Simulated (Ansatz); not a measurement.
# Ag (fcc type): the cost of one run

Computed with Ansatz 0.2.0 (DFT, PBE, all-electron LAPW, scalar-relativistic, unless a step's input says otherwise).

## 1. Starting point

The structure is cubic, space group Fm-3m (No. 225). The conventional cell has a = 3.128 Å, b = 3.128 Å, c = 3.128 Å, α = 90.00°, β = 90.00°, γ = 90.00°. Ag (site symmetry m-3m) has 12 Ag at 2.21 Å as nearest neighbours.

Coordinates:

```
CELL_PARAMETERS angstrom
0.00000 1.56411 1.56411
1.56411 0.00000 1.56411
1.56411 1.56411 0.00000
ATOMIC_POSITIONS crystal
Ag 0.00000 0.00000 0.00000
```

## 2. Fcc relaxed under pressure, LAPW

input.yaml

```yaml
crystal:
  lattice:
    - [0.0, 1.5641054708, 1.5641054708]
    - [1.5641054708, 0.0, 1.5641054708]
    - [1.5641054708, 1.5641054708, 0.0]
  atoms:
    - { symbol: Ag, position: [0.0, 0.0, 0.0] }
kpoints:
  mp_grid: { grid: [21, 21, 21] }
scf:
  occupations: { method: fermi_dirac, width: 0.08 }
hamiltonian:
  xc: pbe
  pseudopotentials: { kind: all_electron, lapw: { basis_error: 0.0005 } }
output:
  forces: true
  stress: true
  eigenvalues: true
relax:
  f_tol: 0.005
  max_steps: 12
  cell: { p_target: 790.0, stress_tol: 0.395 }
```

Command:

```sh
$ ansatz run input.yaml --threads 1 --pin off --max-ram 3584MiB --backend cpu --events-out ev --progress --plain --runs-dir out
```

What time and memory should one allow on 1 thread of Arm Neoverse V1, shared host?

About 56 s, with a peak of 0.58 GiB.
